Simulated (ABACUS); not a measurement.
## NaH under changes of volume

One of the cells (14.527 Å³/atom); the others are scaled copies at fixed shape and fractional positions:

```
CELL_PARAMETERS angstrom
0.00000 2.44000 2.44000
2.44000 0.00000 2.44000
2.44000 2.44000 0.00000
ATOMIC_POSITIONS crystal
Na 0.00000 0.00000 0.00000
H 0.50000 0.50000 0.50000
```

```yaml
Program: ABACUS 3.10.1
Functional: PBE
Potentials_or_basis: PseudoDojo NC SR 0.4.1 PBE standard
Cutoff: 1211 eV
Density_cutoff: 4844 eV
Basis: plane waves
k_mesh: 9 × 9 × 9
Occupations: fermi-dirac, width 0.05 eV
Spin: no spin polarisation
```

| volume (Å³/atom) | energy over the lowest point (meV/atom) | pressure (GPa) | gap on the mesh (eV) |
| --- | --- | --- | --- |
| 13.655 | ? | ? | ? |
| 13.946 | 0.10 | 0.3 | 4.09 |
| 14.236 | 0.00 | -0.2 | 4.05 |
| 14.527 | 0.73 | -0.6 | 4.01 |
| 14.817 | 2.21 | -1.0 | 3.98 |
| 15.108 | 4.38 | -1.4 | 3.94 |
| 15.398 | 7.17 | -1.7 | 3.91 |

What does the run at 13.655 Å³/atom give?

Energy over the lowest point 1.13 meV/atom; pressure 0.8 GPa; gap on the mesh 4.13 eV.

Worked out: A Birch-Murnaghan fit of order 3 (a polynomial in V^(-2/3)) to the other rows has its minimum at 14.12 Å³/atom with B0 = V·E''(V) = 23 GPa and B' = 3.6. It gives 1.11 meV/atom at 13.655 Å³/atom, against the run's 1.13, and -dE/dV = 0.8 GPa, against 0.8. A straight line through the other rows of the gap, of slope -1.82 eV per unit of ln V, extrapolates to 4.13 eV, against the run's 4.13.

Energies are extrapolated to zero smearing.

Caveats: an odd mesh through Γ misses points on the zone boundary, where band edges often lie.
